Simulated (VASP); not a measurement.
AlN:

```
Al N
1.0
     3.11300    0.00000    0.00000
    -1.55650    2.69594    0.00000
     0.00000    0.00000    4.98100
Al N
2 2
Direct
  0.33333 0.66667 0.00000
  0.66667 0.33333 0.50000
  0.33333 0.66667 0.38000
  0.66667 0.33333 0.88000
```

- Program: VASP 6.6.1
- Task: relaxation of cell and atoms
- Functional: PBE
- Potentials or basis: VASP PAW PBE potentials, release 64 (Al, N)
- Cutoff: 600 eV
- k mesh: 12 × 12 × 6
- Occupations: fermi-dirac, width 0.02 eV
- Spin: no spin polarisation

At the start: pressure 3.3 GPa; volume 10.45 Å³/atom.

Q: How do energy, volume and symmetry change on relaxing?

A: Over 3 steps the energy falls by 2.1 meV/atom and the volume is 10.62 Å³/atom (+1.7 %); space group P6_3mc (No. 186, to 0.05 Å).

Step by step:
```csv
step,energy change (eV),largest force (eV/Å),pressure (GPa),volume (Å³)
1,0.0000,0.1289,3.35,41.80
2,-0.0017,0.0910,-2.80,43.14
3,-0.0083,0.0042,0.02,42.50
```

Final structure:
```
Al N
1.0
     3.12734    0.00000    0.00000
    -1.56367    2.70836    0.00000
     0.00000    0.00000    5.01754
Al N
2 2
Cartesian
  0.0000 1.8056 5.0142
  1.5637 0.9028 2.5054
  0.0000 1.8056 1.9100
  1.5637 0.9028 4.4188
```
